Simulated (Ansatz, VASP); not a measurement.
## InGaAs2 in VASP and in Ansatz

File INCAR:

```
SYSTEM = InGaAs2
PREC = Accurate
ENCUT = 520
EDIFF = 1E-7
ISMEAR = -1
SIGMA = 0.05
LREAL = .False.
LASPH = .True.
NELM = 100
ALGO = Normal
ISIF = 2
LWAVE = .False.
LCHARG = .False.
GGA = PS
NBANDS = 26
```

KPOINTS

```
regular mesh
0
Gamma
  6 6 5
  0 0 0
```

The input POSCAR:

```
InGaAs2
1.0
    4.3078653997      0.0000000000      0.0000000000
    0.0000000000      4.3078653997      0.0000000000
    0.0000000000      0.0000000000      6.0790825500
In As Ga
1 2 1
Direct
    0.0000000000      0.0000000000      0.5000000000
    0.0000000000      0.5000000000      0.2315250000
    0.5000000000      0.0000000000      0.7684750000
    0.5000000000      0.5000000000      0.0000000000
```

Contents of input.yaml:

```yaml
crystal:
  lattice:
    - [4.3078653997, 0.0, 0.0]
    - [0.0, 4.3078653997, 0.0]
    - [0.0, 0.0, 6.07908255]
  atoms:
    - { symbol: In, position: [0.0, 0.0, 0.5] }
    - { symbol: As, position: [0.0, 0.5, 0.231525] }
    - { symbol: As, position: [0.5, 0.0, 0.768475] }
    - { symbol: Ga, position: [0.5, 0.5, 0.0] }
hamiltonian:
  xc: pbesol
  pseudopotentials: { kind: paw }
kpoints:
  mp_grid: { grid: [6, 6, 5] }
scf:
  occupations: { method: fermi_dirac, width: 0.05 }
output:
  forces: true
  stress: true
  eigenvalues: true
```

Change from the starting cell: volume scaled by 1.06.

Alike in both runs: task single point; functional PBEsol; k mesh 6 × 6 × 5; occupations fermi-dirac, width 0.05 eV; no spin polarisation.

|  | VASP | Ansatz |
| --- | --- | --- |
| version | VASP 6.6.1 | Ansatz 0.2.0 |
| potentials or method | VASP PAW PBE potentials, release 64 (In_d, As, Ga_d) | Ansatz PAW |
| plane-wave cutoff (eV) | 520 | 420 |
| valence electrons in the cell | 36 | 56 |

Ansatz gave:

* gap on the k mesh at the Fermi level (eV): none
* pressure (GPa): -5.1
* largest component of the traceless stress (GPa): 0.13
* rms of the force components (eV/Å): 0.004

What did VASP give for the same quantities?

gap on the k mesh at the Fermi level (eV): none; pressure (GPa): -5.0; largest component of the traceless stress (GPa): 0.13; rms of the force components (eV/Å): 0.005.

Atom by atom the forces differ by 0.000 eV/Å (rms over components). A gap of «none» marks a metal or a gap that the smearing closes. With one functional, cell and mesh, what is left measures potentials, basis and numerics. The two sets of potentials don't hold the same shells in valence.

Caveats: the PAW data sets were made with another functional, which shifts forces and pressure a little (VASP); the PAW data sets come from PBE, with cores solved anew for the run's functional, which leaves a small shift of forces and pressure (Ansatz).
